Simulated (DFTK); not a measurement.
**Li2O: equation of state with PBEsol**

Crystal: Li2O.

```
O Li
1.0
     0.00000    2.32685    2.32685
     2.32685    0.00000    2.32685
     2.32685    2.32685    0.00000
O Li
1 2
Direct
  0.00000 0.00000 0.00000
  0.25000 0.25000 0.25000
  0.75000 0.75000 0.75000
```

The cell comes from a database or a generator and needn't be the stable form of this composition.

```json
{
  "Program": "DFTK 0.8.2",
  "Task": "equation of state",
  "Functional": "PBEsol",
  "Potentials or basis": "dojo.nc.sr.pbesol.v0_4_1.standard.upf (PBEsol)",
  "Cutoff": "1143 eV",
  "k mesh": "10 × 10 × 10",
  "Occupations": "fermi-dirac, width 0.05 eV",
  "Spin": "no spin polarisation",
  "Valence electrons": "Li 3, O 6",
  "Volume scales": "[0.94, 0.96, 0.98, 1.0, 1.02, 1.04, 1.06]",
  "SCF tolerance on the density": "1e-06"
}
```

```json
{
  "Equilibrium volume": "7.99 Å³/atom",
  "Bulk modulus": "84 GPa",
  "Pressure derivative of the bulk modulus": "3.9"
}
```

Energy against volume, from the lowest point:
```tsv
volume (Å³/atom)	energy (meV/atom)
7.895	0.13
8.063	0.00
8.231	1.63
8.399	4.86
8.567	9.51
8.735	15.47
8.903	22.59
```

Run time: 7.5 min on 1 thread of Intel(R) Xeon(R) 6975P-C (Granite Rapids), with other jobs on the host, peak memory 1.8 GiB.
